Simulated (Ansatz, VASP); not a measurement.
## Ir: VASP beside Ansatz

```
Ir
1.0
     2.74791    0.00000    0.00000
    -1.37395    2.37976    0.00000
     0.00000    0.00000    8.97933
Ir
4
Cartesian
  1.3740 2.3798 8.9793
  1.3740 2.3798 4.4897
  0.0000 1.5865 2.2448
  1.3740 0.7933 6.7345
```

Alike in both runs: task single point; functional BLYP; k mesh 15 × 15 × 4; occupations fermi-dirac, width 0.1 eV; no spin polarisation.

|  | VASP | Ansatz |
| --- | --- | --- |
| version | VASP 6.6.1 | Ansatz 0.2.0 |
| potentials or method | VASP PAW PBE potentials, release 64 (Ir) | plane waves (420 eV) with PAW, scalar-relativistic |
| plane-wave cutoff (eV) | 520 | 420 |
| valence electrons in the cell | 36 | 68 |

VASP gave:

| Quantity | Value |
| --- | --- |
| pressure (GPa) | 15.8 |

**Question.** Estimate Ansatz's values.

**Answer.** Pressure (GPa): 13.0.

With one functional, cell and mesh, what is left measures potentials, basis and numerics. The two sets of potentials don't hold the same shells in valence.

Caveats: so large a pressure means that the cell lies far from this level's equilibrium, or that cutoff or potentials fall short (VASP); the potentials were made for another functional, which shifts forces and pressure (VASP). Spin-orbit coupling is left out, which matters for the levels of Ir.
